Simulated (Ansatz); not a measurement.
# YN: the cost of one run

Computed with Ansatz 0.2.0 (DFT PBEsol, scalar-relativistic, plane waves, PAW, unless a step's input says otherwise).

1 further run of the same task is left out (set aside as unsound or not needed).

## 1. The starting structure

Symmetry: Fm-3m, No. 225, cubic system. The conventional cell has a = 4.856 Å, b = 4.856 Å, c = 4.856 Å, α = 90.00°, β = 90.00°, γ = 90.00°. Around Y (site symmetry m-3m) lie 6 N at 2.43 Å. N (site symmetry m-3m) has 6 Y at 2.43 Å as nearest neighbours.

Structure file:

```
CELL_PARAMETERS angstrom
0.00000 2.42816 2.42816
2.42816 0.00000 2.42816
2.42816 2.42816 0.00000
ATOMIC_POSITIONS crystal
Y 0.00000 0.00000 0.00000
N 0.50000 0.50000 0.50000
```

It is the result of an earlier relaxation at this level (volume 14.32 Å³/atom; gap on the mesh: 0.08 eV).

## 2. Electronic structure at the relaxed geometry

input.yaml reads:

```yaml
crystal:
  lattice:
    - [0.0, 2.4281564098, 2.4281564098]
    - [2.4281564098, 0.0, 2.4281564098]
    - [2.4281564098, 2.4281564098, 0.0]
  atoms:
    - { symbol: "Y", position: [0.0, 0.0, 0.0] }
    - { symbol: "N", position: [0.5, 0.5, 0.5] }
basis:
  ecutwfc: 420
kpoints:
  mp_grid: { grid: [12, 12, 12] }
  band_path:
    path:
      - [[0.0, 0.0, 0.0], [0.5, 0.0, 0.5], [0.625, 0.25, 0.625]]
      - [[0.375, 0.375, 0.75], [0.0, 0.0, 0.0], [0.5, 0.5, 0.5], [0.5, 0.25, 0.75], [0.5, 0.0, 0.5]]
    npoints: 14
hamiltonian:
  xc: pbesol
scf:
  occupations: { method: gaussian, width: 0.01 }
  n_extra_bands: 6
output:
  forces: true
  stress: true
  eigenvalues: true
  populations: true
  dos: { projected: true, de: 0.02, nscf_kmesh: { grid: [18, 18, 18] } }
  bader: true
```

Launch:

```
ansatz run input.yaml --threads 1 --pin off --max-ram 2560MiB --backend cpu --events-out ev --progress --plain --runs-dir out
```

Q: Estimate wall time and peak memory on 1 thread of Arm Neoverse V2, shared host.

About 10 s, with a peak of 0.3 GiB.
